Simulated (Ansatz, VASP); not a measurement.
Two plane-wave programs on Fe2Pt

```
CELL_PARAMETERS angstrom
2.68431 0.00000 0.00000
-1.34216 2.32468 0.00000
0.00000 0.00000 13.04836
ATOMIC_POSITIONS crystal
Fe 0.33333 0.66667 0.92012
Fe 0.33333 0.66667 0.57988
Fe 0.66667 0.33333 0.07988
Fe 0.66667 0.33333 0.42012
Pt 0.33333 0.66667 0.25000
Pt 0.66667 0.33333 0.75000
```

Alike in both runs: functional PBE; k mesh 6 × 6 × 2; occupations gaussian, width 0.1 eV; collinear spin.

Ansatz relaxed the structure, and its values are those at the end. VASP's run is a single point on that final structure, the one shown.

```csv
,VASP,Ansatz
version,VASP 6.6.1,Ansatz 0.2.0
potentials or method,"VASP PAW PBE potentials, release 64 (Fe, Pt)","scalar-relativistic, plane waves, PAW"
plane-wave cutoff (eV),520,420
valence electrons in the cell,52,100
```

|  | VASP | Ansatz | Ansatz less VASP |
| --- | --- | --- | --- |
| gap on the k mesh at the Fermi level (eV) | none | none | - |
| pressure (GPa) | -0.4 | -0.1 | +0.30 |
| rms of the force components (eV/Å) | 0.008 | 0.009 | +0.0011 |
| net moment per atom (μB) | 1.94 | 1.94 | 0.000 |
| size of the moment on the site where the two differ most (μB) | 0.21 | 0.25 | +0.037 |

Site moments also hang on the region over which each program counts them. A gap of «none» marks a metal or a gap that the smearing closes. The two sets of potentials don't hold the same shells in valence.

Caveats: the k mesh is coarse (spacing up to 0.45 Å⁻¹), so the values aren't converged. The runs have no spin-orbit coupling, so splittings on Pt are missing.
